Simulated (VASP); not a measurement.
SnS:

```xyz
8
Lattice="11.2000 0.0000 0.0000 0.0000 3.9870 0.0000 0.0000 0.0000 4.3340" Properties=species:S:1:pos:R:3 pbc="T T T"
Sn    1.3373    0.9968    0.5192
Sn    4.2627    2.9903    2.6862
Sn    6.9373    0.9968    1.6478
Sn    9.8627    2.9903    3.8148
S     9.5290    0.9968    2.0773
S     7.2710    2.9903    4.2443
S     3.9290    0.9968    0.0897
S     1.6710    2.9903    2.2567
```

Base run:

```yaml
Program: VASP 6.6.1
Functional: TB-mBJ
Potentials_or_basis: VASP PAW PBE potentials, release 64 (Sn_d, S)
Cutoff: 420 eV
k_mesh: 3 × 8 × 7
Occupations: gaussian, width 0.02 eV
Spin: no spin polarisation
```

Its results: band gap on the k mesh 1.22 eV, indirect (least direct gap 1.63 eV).

**Question.** The run is repeated on the same cell with these changes: functional from TB-mBJ to LDA; potentials or basis from VASP PAW PBE potentials, release 64 (Sn_d, S) to VASP PAW LDA potentials, release 64 (Sn_d, S). What comes out?

**Answer.** Band gap on the k mesh 0.86 eV, indirect (least direct gap 1.18 eV).

Caveats: spin-orbit coupling is left out, which moves the levels of the heavy elements; an odd mesh through Γ misses points on the zone boundary, where band edges often lie.
